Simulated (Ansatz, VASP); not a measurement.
## TePb: VASP beside Ansatz

```xyz
2
Lattice="0.0000 3.2678 3.2678 3.3469 0.0000 3.2678 3.3469 3.2678 0.0000" Properties=species:S:1:pos:R:3 pbc="T T T"
Pb    0.0000    0.0000    0.0000
Te    3.3469    3.2678    3.2678
```

Change from the starting cell: uniaxial_x strain +2.4%.

Alike in both runs: task single point; functional r2SCAN; k mesh 8 × 8 × 8; no spin polarisation.

```csv
,VASP,Ansatz
version,VASP 6.6.1,Ansatz 0.2.0
potentials or method,"VASP PAW PBE potentials, release 64 (Pb_d, Te)","plane waves, PAW"
plane-wave cutoff (eV),520,500
occupations,"gaussian, width 0.01 eV",fixed
valence electrons in the cell,20,30
```

```tsv
	VASP	Ansatz	Ansatz less VASP
gap on the k mesh at the Fermi level (eV)	1.11	1.11	-0.003
pressure (GPa)	-0.9	-0.9	+0.01
largest component of the traceless stress (GPa)	1.46	1.46	-0.004
```

The two sets of potentials don't hold the same shells in valence.

Caveats: the PAW data sets were made with another functional, which shifts forces and pressure a little (VASP); spin-orbit coupling is left out, which as a rule narrows the gap of such compounds by several tenths of an eV. A k mesh can miss the band edges.
